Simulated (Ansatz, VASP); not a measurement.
## Two plane-wave programs on PbS

```
Pb S
1.0
    10.97650    0.00000    0.00000
     0.00000    2.98280    3.03690
     0.00000   -2.98280    3.03690
Pb S
2 2
Direct
  0.63872 0.23521 0.73521
  0.36128 0.73521 0.23521
  0.63646 0.78579 0.28579
  0.36354 0.28579 0.78579
```

Alike in both runs: task single point; functional PBE; k mesh 4 × 6 × 6; occupations gaussian, width 0.02 eV; no spin polarisation.

```csv
,VASP,Ansatz
version,VASP 6.6.1,Ansatz 0.2.0
potentials or method,"VASP PAW PBE potentials, release 64 (Pb_d, S)","scalar-relativistic, plane waves, PAW"
plane-wave cutoff (eV),520,420
valence electrons in the cell,40,40
```

|  | VASP | Ansatz | Ansatz less VASP |
| --- | --- | --- | --- |
| gap on the k mesh at the Fermi level (eV) | 1.75 | 1.75 | -0.002 |
| least direct gap on the mesh (eV) | 1.75 | 1.75 | -0.002 |
| rms of the force components (eV/Å) | 0.349 | 0.349 | -0.0006 |

Atom by atom the forces differ by 0.002 eV/Å (rms over components).

Caveats: spin-orbit coupling is left out, which as a rule narrows the gap of such compounds by several tenths of an eV.
